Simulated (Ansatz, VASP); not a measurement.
**One calculation of LiF (Griceite), two programs**

INCAR

```
SYSTEM = LiF
PREC = Accurate ; ENCUT = 520
EDIFF = 1E-6 ; ISMEAR = -1
SIGMA = 0.05 ; LREAL = .False.
LASPH = .True. ; NELM = 60
ALGO = Normal ; ISIF = 2
LWAVE = .False. ; LCHARG = .False.
GGA = PS ; NBANDS = 12
```

File KPOINTS:

```
Automatic mesh
0
Gamma
  11 11 11
  0 0 0
```

File POSCAR:

```
LiF
1.0
    0.0000000000      2.0405030393      2.0405030393
    2.0405030393      0.0000000000      2.0405030393
    2.0405030393      2.0405030393      0.0000000000
F Li
1 1
Direct
    0.5000000000      0.5000000000      0.5000000000
    0.0000000000      0.0000000000      0.0000000000
```

File input.yaml:

```yaml
crystal:
  lattice:
    - [0.0, 2.0405030393, 2.0405030393]
    - [2.0405030393, 0.0, 2.0405030393]
    - [2.0405030393, 2.0405030393, 0.0]
  atoms:
    - { symbol: F, position: [0.5, 0.5, 0.5] }
    - { symbol: Li, position: [0.0, 0.0, 0.0] }
kpoints:
  mp_grid: { grid: [11, 11, 11] }
scf:
  occupations: { method: fermi_dirac, width: 0.05 }
hamiltonian:
  xc: pbesol
  pseudopotentials: { kind: all_electron, lapw: { basis_error: 0.0005 } }
output:
  forces: true
  stress: true
  eigenvalues: true
```

Change from the starting cell: volume scaled by 1.04.

Alike in both runs: task single point; functional PBEsol; k mesh 11 × 11 × 11; occupations fermi-dirac, width 0.05 eV; no spin polarisation.

|  | VASP | Ansatz |
| --- | --- | --- |
| version | VASP 6.6.1 | Ansatz 0.2.0 |
| potentials or method | VASP PAW PBE potentials, release 64 (F, Li_sv) | all-electron LAPW, scalar-relativistic |
| plane-wave cutoff (eV) | 520 | see its input |

Ansatz gave:

| Item | Value |
| --- | --- |
| gap on the k mesh at the Fermi level (eV) | 8.56 |
| least direct gap on the mesh (eV) | 8.56 |

Problem. Estimate VASP's values.

Solution. gap on the k mesh at the Fermi level (eV): 8.58; least direct gap on the mesh (eV): 8.58.

Ansatz ran all-electron here, so the differences hold the error of VASP's frozen core and of both bases.

Caveats: an odd mesh through Γ misses points on the zone boundary, where band edges often lie.
